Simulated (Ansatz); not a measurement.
The system is Li.

```xyz
1
Lattice="-1.7547 1.7547 1.7547 1.7547 -1.7547 1.7547 1.7547 1.7547 -1.7547" Properties=species:S:1:pos:R:3 pbc="T T T"
Li    0.0000    0.0000    0.0000
```

```yaml
Program: Ansatz 0.2.0
Task: relaxation of cell and atoms
Functional: PBEsol
Dispersion: D4
Potentials_or_basis: Ansatz PAW
Cutoff: "420 eV (not typed: the program's choice for these potentials)"
k_mesh: 11 × 11 × 11
Occupations: fermi-dirac, width 0.05 eV
Spin: no spin polarisation
```

At the start: volume 21.61 Å³/atom.

How do energy, volume and symmetry change on relaxing?

It ends after 5 steps and the volume is 20.08 Å³/atom (-7.1 %); space group Im-3m (No. 229, to 0.05 Å).

The path:
```
step  energy change (eV)  largest force (eV/Å)  volume (Å³)
   1              0.0000                0.0000        21.61
   2             -0.0030                0.0000        20.96
   3             -0.0045                0.0000        20.01
   4             -0.0045                0.0000        20.08
   5             -0.0045                0.0000        20.08
```

Final structure:
```yaml
crystal:
  lattice:
    - [-1.71215, 1.71215, 1.71215]
    - [1.71215, -1.71215, 1.71215]
    - [1.71215, 1.71215, -1.71215]
  atoms:
    - { symbol: Li, position: [0.00000, 0.00000, 0.00000] }
```

The cell as given is a measured one (21.61 Å³/atom); PBEsol+D4 puts the equilibrium volume -7.1 % from it, thermal expansion not counted.

Caveat: the plane-wave basis is chosen anew once the cell has moved, so the energies of steps on either side of that aren't comparable.
